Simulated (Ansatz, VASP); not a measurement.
## NaI: VASP beside Ansatz

```xyz
2
Lattice="0.0000 3.2943 3.2943 3.2943 0.0000 3.2943 3.2943 3.2943 0.0000" Properties=species:S:1:pos:R:3 pbc="T T T"
Na    0.0000    0.0000    0.0000
I     3.2943    3.2943    3.2943
```

Change from the starting cell: hydrostatic strain +2.0%.

Alike in both runs: task single point; functional r2SCAN; k mesh 8 × 8 × 8; no spin polarisation.

|  | VASP | Ansatz |
| --- | --- | --- |
| version | VASP 6.6.1 | Ansatz 0.2.0 |
| potentials or method | VASP PAW PBE potentials, release 64 (Na_pv, I) | plane waves, PAW |
| plane-wave cutoff (eV) | 520 | 500 |
| occupations | gaussian, width 0.01 eV | fixed |
| valence electrons in the cell | 14 | 26 |

Ansatz gave:

| Property | Result |
| --- | --- |
| gap on the k mesh at the Fermi level (eV) | 4.27 |
| pressure (GPa) | -0.9 |

Task: Estimate VASP's values.

Result: gap on the k mesh at the Fermi level (eV): 4.28; pressure (GPa): -0.9.

The two sets of potentials don't hold the same shells in valence.

Caveats: the PAW data sets were made with another functional, which shifts forces and pressure a little (VASP); spin-orbit coupling is left out, which moves the levels of the heavy elements. A k mesh can miss the band edges.
